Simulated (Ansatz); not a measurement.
## CoPtO$_{2}$: pressure against volume

CoPtO$_{2}$, R-3m, a = 2.855 Å, c = 17.883 Å. The structure is a Materials Project entry; whether it is the stable form wasn't checked. Ansatz: PBE, PAW, 420 eV, Γ-centred 18×18×18 mesh on 4 atoms, Gaussian smearing 0.10 eV; no spin polarisation. Shape and atoms are relaxed at each volume; pressure is positive in compression.

```
V (Å³/atom) P (GPa)
      9.887    16.35
     10.203        ?
     10.518     0.01
     10.834    -6.24
     11.149   -11.45
```

Take V0 = 10.518 Å³/atom, count pressures from its P0 = 0.01 GPa, fit the third-order Birch–Murnaghan form to the other rows, and predict the missing pressure.

With the Eulerian strain f = ½[(V0/V)^(2/3) − 1] and y = (P − P0)/[3f(1 + 2f)^(5/2)], the form is the line y = B0 + 1.5 B0 (B0′ − 4) f. Rows (f, y): 0.02105, 233.4; -0.00977, 224.0; -0.01905, 221.0. Means f = -0.002590, y = 226.13; Σ(Δf)² = 0.0008813, ΣΔfΔy = 0.2716; the slope is their ratio. y = 226.9 + 308.2 f GPa, so B0 = 226.9 GPa and B0′ = 4 + 2 × (308.2)/(3 × 226.9) = 4.91. At V = 10.203, f = 0.01024, y = 230.06 and P = 7.44 GPa. The run gave 7.47 GPa, so the fit is 0.03 GPa too low, a small miss on the scale of the series.

The cell has an odd number of electrons and ran without spin polarisation, so a magnetic or disproportionated state may lie lower. Spin–orbit coupling is left out, which can shift energies with elements as heavy as these.